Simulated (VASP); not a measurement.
# Zn (I4/mmm) in VASP: notebook

The runs below take Zn through single point, with PBE.

Program: VASP 6.6.1. These are calculated values, not measurements. Logs are shortened: lines on timing, memory, paths and dates and some standing lists are left out, and cuts for length are marked.

## Step 1: The cell of the first run

The structure is tetragonal, space group I4/mmm (No. 139). The conventional cell has a = 2.904 Å, b = 2.904 Å, c = 3.930 Å, α = 90.00°, β = 90.00°, γ = 90.00°. Zn (site symmetry 4/mmm) is surrounded by 12 Zn at 2.84 to 2.90 Å.

This isn't the form of Zn at room conditions, which is hcp.

## Step 2: Single point, PBE (strain +0.0450 x Voigt [1, 1, 0, 0, 0, 0], atoms carried along)

The input, INCAR:

```
PREC = Accurate ; ENCUT = 520
EDIFF = 1E-7 ; ISMEAR = 0
SIGMA = 0.15 ; LREAL = F
LASPH = T ; NELM = 100
ALGO = Fast ; ISIF = 2
LWAVE = F ; LCHARG = F
GGA = PE ; NBANDS = 12
```

The input, KPOINTS:

```
Automatic mesh
0
Gamma
  20 20 20
```

The input, POSCAR:

```
Zn
1.0
    0.0000000000      2.0531909200      1.9647760000
    2.0531909200      0.0000000000      1.9647760000
    2.0531909200      2.0531909200      0.0000000000
Zn
1
Direct
    0.0000000000      0.0000000000      0.0000000000
```

Potentials or basis: VASP PAW PBE potentials, release 64 (Zn).

Launch:

```sh
$ cat potpaw_PBE.64/Zn/POTCAR > POTCAR
$ mpirun -np 1 vasp_std > vasp.out
```

OUTCAR:

```text
PREC = Accurate
   ENCUT = 520
   EDIFF = 1E-7
   ISMEAR = 0
   LREAL = F
   LASPH = T
   NELM = 100
   ISIF = 2
   GGA = PE

 ion  position               nearest neighbor table
   1  0.000  0.000  0.000-

  LATTYP: Found a body centered tetragonal cell.
 ALAT       =     2.9036504452
 C/A-ratio  =     1.3533144138

  Lattice vectors:

 A1 = (   0.0000000000,  -2.0531909200,  -1.9647760000)
 A2 = (   0.0000000000,   2.0531909200,  -1.9647760000)
 A3 = (   2.0531909200,   0.0000000000,   1.9647760000)

Analysis of symmetry for initial positions (statically):
=====================================================================
 Subroutine PRICEL returns:
 Original cell was already a primitive cell.

 Routine SETGRP: Setting up the symmetry group for a
 body centered tetragonal supercell.

 Subroutine GETGRP returns: Found 16 space group operations
 (whereof 16 operations were pure point group operations)
 out of a pool of 16 trial point group operations.

The static configuration has the point symmetry D_4h.

Analysis of symmetry for dynamics (positions and initial velocities):
=====================================================================
 Subroutine PRICEL returns:
 Original cell was already a primitive cell.

 Routine SETGRP: Setting up the symmetry group for a
 body centered tetragonal supercell.

 Subroutine GETGRP returns: Found 16 space group operations
 (whereof 16 operations were pure point group operations)
 out of a pool of 16 trial point group operations.

The dynamic configuration has the point symmetry D_4h.

 Subroutine INISYM returns: Found 16 space group operations
 (whereof 16 operations are pure point group operations),
 and found     1 'primitive' translations

----------------------------------------------------------------------------------------

                                     Primitive cell

  volume of cell :      16.5654

  direct lattice vectors                    reciprocal lattice vectors
     0.000000000  2.053190920  1.964776000    -0.243523384  0.243523384  0.254481936
     2.053190920  0.000000000  1.964776000     0.243523384 -0.243523384  0.254481936
     2.053190920  2.053190920  0.000000000     0.243523384  0.243523384 -0.254481936

  length of vectors
     2.841819432  2.841819432  2.903650445     0.428215287  0.428215287  0.428215287

  position of ions in fractional coordinates (direct lattice)
     0.000000000  0.000000000  0.000000000

  ion indices of the primitive-cell ions
   primitive index   ion index
                 1           1

----------------------------------------------------------------------------------------

 KPOINTS: Automatic mesh

Automatic generation of k-mesh.
 Grid dimensions read from file:
 generate k-points for:   20   20   20

 Generating k-lattice:

  Cartesian coordinates                     Fractional coordinates (reciprocal lattice)
    -0.012176169  0.012176169  0.012724097     0.050000000  0.000000000  0.000000000
     0.012176169 -0.012176169  0.012724097     0.000000000  0.050000000  0.000000000
     0.012176169  0.012176169 -0.012724097    -0.000000000 -0.000000000  0.050000000

  Length of vectors
     0.021410764  0.021410764  0.021410764

  Shift w.r.t. Gamma in fractional coordinates (k-lattice)
     0.000000000  0.000000000  0.000000000

 Subroutine IBZKPT returns following result:
 ===========================================

 Found    641 irreducible k-points:

 Following reciprocal coordinates:
            Coordinates               Weight
  0.000000  0.000000  0.000000      1.000000
  0.050000 -0.000000  0.000000      8.000000
  0.100000 -0.000000  0.000000      8.000000
  0.150000  0.000000  0.000000      8.000000
  0.200000 -0.000000  0.000000      8.000000
  0.250000 -0.000000  0.000000      8.000000
[... 16 lines left out ...]
 -0.400000  0.050000  0.000000      8.000000
 -0.350000  0.050000  0.000000      8.000000
 [... further k-points ...]
   k-points           NKPTS =    641   k-points in BZ     NKDIM =    641   number of bands    NBANDS=     12
   number of dos      NEDOS =    301   number of ions     NIONS =      1
   total plane-waves  NPLWV =  13824
   dimension x,y,z NGX =    24 NGY =   24 NGZ =   24
   dimension x,y,z NGXF=    48 NGYF=   48 NGZF=   48
   ions per type =               1
   NGX,Y,Z   is equivalent  to a cutoff of  14.04, 14.04, 13.74 a.u.
   NGXF,Y,Z  is equivalent  to a cutoff of  28.08, 28.08, 27.48 a.u.
 SYSTEM =  unknown system
   PREC   = accura    normal or accurate (medium, high low for compatibility)
   ISTART =      0    job   : 0-new  1-cont  2-samecut
   ICHARG =      2    charge: 1-file 2-atom 10-const
   ISPIN  =      1    spin polarized calculation?
   LNONCOLLINEAR =      F non collinear calculations
   LSORBIT =      F    spin-orbit coupling
   LASPH  =      T    aspherical Exc in radial PAW
   ENCUT  =  520.0 eV  38.22 Ry    6.18 a.u.   5.28  5.28  5.40*2*pi/ulx,y,z
   NELM   =    100;   NELMIN=  2; NELMDL= -5     # of ELM steps
   EDIFF  = 0.1E-06   stopping-criterion for ELM
   LREAL  =      F    real-space projection
   EDIFFG = 0.1E-05   stopping-criterion for IOM
   NSW    =      0    number of steps for IOM
   IBRION =     -1    ionic relax: 0-MD 1-quasi-New 2-CG
   NFREE  =      0    steps in history (QN), initial steepest desc. (CG)
   ISIF   =      2    stress and relaxation
   ISYM   =      2    0-nonsym 1-usesym 2-fastsym
   POTIM  = 0.5000    time-step for ionic-motion
   TEBEG  =    0.0;   TEEND  =   0.0 temperature during run
   PSTRESS=    0.0 pullay stress
   NELECT =      12.0000    total number of electrons
   NUPDOWN=      -1.0000    fix difference up-down
   EMIN   =  10.00;   EMAX   =-10.00  energy-range for DOS
   EFERMI =   0.00;   METHOD = LEGACY
   ISMEAR =     0;   SIGMA  =   0.15  broadening in eV -4-tet -1-fermi 0-gaus
   EFERMI_NEDOS =   21; number of points for ismear=-14 and -15
   IALGO  =     68    algorithm
   IMIX   =      4    mixing-type and parameters
     AMIX     =   0.40;   BMIX     =  1.00
     AMIX_MAG =   1.60;   BMIX_MAG =  1.00
  volume/ion in A,a.u.               =      16.57       111.79
  Fermi-wavevector in a.u.,A,eV,Ry     =   1.470284  2.778435 29.412206  2.161736
  Thomas-Fermi vector in A             =   2.585560
   LORBIT       =      0    0 simple, 1 ext, 2 COOP (PROOUT), +10 PAW based schemes
   GGA     = PE    functional components
   LHFCALC =     F    Hartree Fock is set to
   AEXX    =    0.0000 exact exchange contribution
   IVDW    =     0    specifies the selected vdW correction
   LEPSILON=     F    determine dielectric tensor
   LRPA    =     F    only Hartree local field effects (RPA)
 non-spin polarized calculation
 RMM-DIIS sequential band-by-band and
 Gauss-broadening in eV      SIGMA  =   0.15
  energy-cutoff  :      520.00
  volume of cell :       16.57
 maximum number of plane-waves:       463
 NGX is ok and might be reduce to    24
   NGX = 11   NGY = 11   NGZ = 11

 number of electron      12.0000001 magnetization

 Free energy of the ion-electron system (eV)
  ---------------------------------------------------
  ext. energy  EPLUGINS =         0.00000000
  ---------------------------------------------------
  free energy    TOTEN  =        -1.06379019 eV

  energy without entropy =       -1.06022400  energy(sigma->0) =       -1.06200709

 E-fermi :   2.4766     XC(G=0): -11.1232

 val. band max:        2.4661867048   @ k =  -0.3500   0.2000   0.1500
 cond. band min:       2.4771872190   @ k =  -0.4000   0.2500   0.1500
 fundamental gap:      0.0110005143
 Fermi energy:         2.4766113302

 k-point     1 :       0.0000    0.0000    0.0000
  band No.  band energies     occupation
      1      -7.1906      2.00000
      2      -4.9517      2.00000
      3      -4.9517      2.00000
      4      -4.8577      2.00000
      5      -4.6449      2.00000
      6      -4.5620      2.00000
      7      19.4808      0.00000
      8      19.6208      0.00000
      9      19.6208      0.00000
     10      20.7522      0.00000
     11      22.4605      0.00000
     12      22.4637      0.00000

 k-point     2 :       0.0500   -0.0000    0.0000
  band No.  band energies     occupation
      1      -7.1195      2.00000
      2      -4.9520      2.00000
      3      -4.9441      2.00000
      4      -4.8552      2.00000
      5      -4.6461      2.00000
      6      -4.5649      2.00000
      7      18.2913      0.00000
      8      19.3381      0.00000
      9      19.3578      0.00000
     10      20.4601      0.00000
     11      22.8203      0.00000
     12      22.8360      0.00000

 k-point     3 :       0.1000   -0.0000    0.0000
  band No.  band energies     occupation
      1      -6.9087      2.00000
      2      -4.9544      2.00000
      3      -4.9242      2.00000
      4      -4.8451      2.00000
      5      -4.6471      2.00000
      6      -4.5720      2.00000
      7      16.0458      0.00000
      8      18.8064      0.00000
      9      18.9126      0.00000
     10      20.3316      0.00000
     11      23.5775      0.00000
     12      23.7078      0.00000
[... 286 lines left out ...]
 k-point    23 :      -0.4000    0.0500    0.0000
  band No.  band energies     occupation
      1      -5.4843      2.00000
      2      -4.9442      2.00000
      3      -4.8758      2.00000
      4      -4.4202      2.00000
      5      -4.3935      2.00000
      6      -1.7770      2.00000
      7       3.2542      0.00000
      8      16.2240      0.00000
      9      16.4227      0.00000
     10      18.6568      0.00000
     11      20.3337      0.00000
     12      21.6041      0.00000

 k-point    24 :      -0.3500    0.0500    0.0000
  band No.  band energies     occupation
      1      -5.4753      2.00000
      2      -4.9272      2.00000
      3      -4.8579      2.00000
      4      -4.4563      2.00000
      5      -4.4503      2.00000
      6      -2.8766      2.00000
      7       4.9812      0.00000
      8      16.1116      0.00000
      9      16.9022      0.00000
     10      19.0155      0.00000
     11      20.4867      0.00000
     12      21.6557      0.00000

 [... further k-points ...]

------------------------ aborting loop because EDIFF is reached ----------------------------------------

  FORCE on cell =-STRESS in cart. coord.  units (eV):
  Direction    XX          YY          ZZ          XY          YZ          ZX
  --------------------------------------------------------------------------------------
  -------------------------------------------------------------------------------------
  Total       -0.5218051     -0.5218051     -0.3283432      0.0000000      0.0000000     -0.0000000
  in kB      -50.4681235    -50.4681235    -31.7568162      0.0000000      0.0000000     -0.0000000
  external PRESSURE =     -44.2310211 kB  Pullay stress =       0.0000000 kB

 VOLUME and BASIS-vectors are now :
 -----------------------------------------------------------------------------
  energy-cutoff  :      520.00
  volume of cell :       16.57
      direct lattice vectors                 reciprocal lattice vectors
     0.000000000  2.053190920  1.964776000    -0.243523384  0.243523384  0.254481936
     2.053190920  0.000000000  1.964776000     0.243523384 -0.243523384  0.254481936
     2.053190920  2.053190920  0.000000000     0.243523384  0.243523384 -0.254481936

 POSITION                                       TOTAL-FORCE (eV/Angst)
 -----------------------------------------------------------------------------------
      0.00000      0.00000      0.00000         0.000000      0.000000      0.000000
 -----------------------------------------------------------------------------------
    total drift:                               -0.000000      0.000000      0.000000

  FREE ENERGIE OF THE ION-ELECTRON SYSTEM (eV)
  ---------------------------------------------------
  free  energy   TOTEN  =        -1.0637901889 eV

  energy  without entropy=       -1.0602239956  energy(sigma->0) =       -1.06200709
```

Wall time 62 s (1 thread of Intel Xeon Platinum 8488C (Sapphire Rapids), shared host); peak memory 0.24 GiB.

What came out:

```
Free energy            : -1.0638 eV
Pressure               : -4.4 GPa
Band gap on the k mesh : none (metal or under the smearing width)
```

Stress tensor (GPa, compression positive):
```
-5.05  0.00  0.00
 0.00 -5.05  0.00
 0.00  0.00 -3.18
```

Levels at points of the mesh, in eV from the Fermi level:
```tsv
k point	band 2	band 3	band 4	band 5	band 6	band 7	band 8	band 9	band 10	band 11
(0.00, 0.00, 0.00)	-7.43	-7.43	-7.33	-7.12	-7.04	17.00	17.14	17.14	18.28	19.98
(0.50, 0.00, 0.00)	-7.45	-7.36	-6.86	-6.82	-2.52	-1.50	13.71	14.59	17.14	17.55
(0.50, 0.50, 0.00)	-7.90	-6.85	-6.77	-6.77	-0.30	2.11	7.46	7.46	11.08	11.72
(0.50, 0.00, 0.50)	-7.91	-6.85	-6.80	-6.75	-0.99	1.09	8.18	8.43	11.79	12.68
```

## Step 3: Single point, PBE (strain -0.0300 x Voigt [1, 1, 0, 0, 0, 0], atoms carried along)

The input, INCAR:

```
SYSTEM = Zn
PREC = Accurate
ENCUT = 520
EDIFF = 1E-6
ISMEAR = 0
SIGMA = 0.15
LREAL = .FALSE.
LASPH = .TRUE.
NELM = 100
ALGO = Fast
ISIF = 2
LWAVE = .FALSE.
LCHARG = .FALSE.
GGA = PE
NBANDS = 12
```

The input, KPOINTS:

```
Automatic mesh
0
G
  20 20 20
  0 0 0
```

The input, POSCAR:

```
Zn
1.0
    0.0000000000      1.9058327200      1.9647760000
    1.9058327200      0.0000000000      1.9647760000
    1.9058327200      1.9058327200      0.0000000000
Zn
1
Direct
    0.0000000000      0.0000000000      0.0000000000
```

Potentials or basis: VASP PAW PBE potentials, release 64 (Zn).

Launch:

```sh
$ cat potpaw_PBE.64/Zn/POTCAR > POTCAR
$ mpirun -np 1 vasp_std > vasp.out
```

It took 46 s on 1 thread of Intel Xeon Platinum 8488C (Sapphire Rapids), shared host; peak memory 0.21 GiB.

It converged, with:

| Item | Value |
| --- | --- |
| Free energy | -1.0708 eV |
| Pressure | 5.3 GPa |
| Band gap on the k mesh | none (metal or under the smearing width) |

Stress tensor (GPa, compression positive):
```
6.31 0.00 0.00
0.00 6.31 0.00
0.00 0.00 3.41
```

Levels at points of the mesh, in eV from the Fermi level:
```tsv
k point	band 2	band 3	band 4	band 5	band 6	band 7	band 8	band 9	band 10	band 11
(0.00, 0.00, 0.00)	-7.87	-7.78	-7.78	-7.43	-7.35	19.09	19.09	19.19	19.35	21.80
(0.50, 0.00, 0.00)	-7.86	-7.78	-7.09	-7.05	-3.19	-1.29	15.39	16.41	17.97	19.13
(0.50, 0.50, 0.00)	-8.51	-7.08	-6.99	-6.99	-1.52	1.43	9.15	9.15	12.82	14.37
(0.50, 0.00, 0.50)	-8.50	-7.09	-7.02	-6.96	-1.00	2.20	8.43	8.60	12.29	13.67
```
